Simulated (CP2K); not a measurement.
The system is Ge.

```
CELL_PARAMETERS angstrom
3.89984 0.00000 0.00000
-2.89838 2.60924 0.00000
-0.50073 -1.30462 3.64088
ATOMIC_POSITIONS crystal
Ge 0.50000 0.50000 0.00000
Ge 0.25000 0.75000 0.50000
```

This isn't the form of Ge at room conditions, which is diamond.

Base run:

| Item | Value |
| --- | --- |
| Program | CP2K 2026.2 |
| Functional | PBE |
| Dispersion | D3 |
| Potentials or basis | POTENTIAL_UZH Ge GTH-PBE-q4; TZVP-MOLOPT-PBE-GTH basis |
| Density cutoff | 6123 eV |
| k mesh | 11 × 11 × 11 |
| Occupations | fermi-dirac, width 0.05 eV |
| Spin | no spin polarisation |

Its results: band gap on the k mesh none (metal or under the smearing width); pressure 2.9 GPa.

Question: The run is repeated on the same cell with these changes: dispersion from D3 to rVV10. What comes out?

Answer: Band gap on the k mesh none (metal or under the smearing width); pressure 4.2 GPa.

Caveats: the basis of atomic orbitals isn't converged, which shifts pressures, moduli and gaps; pairwise dispersion overbinds metals, which lowers pressure and volume.
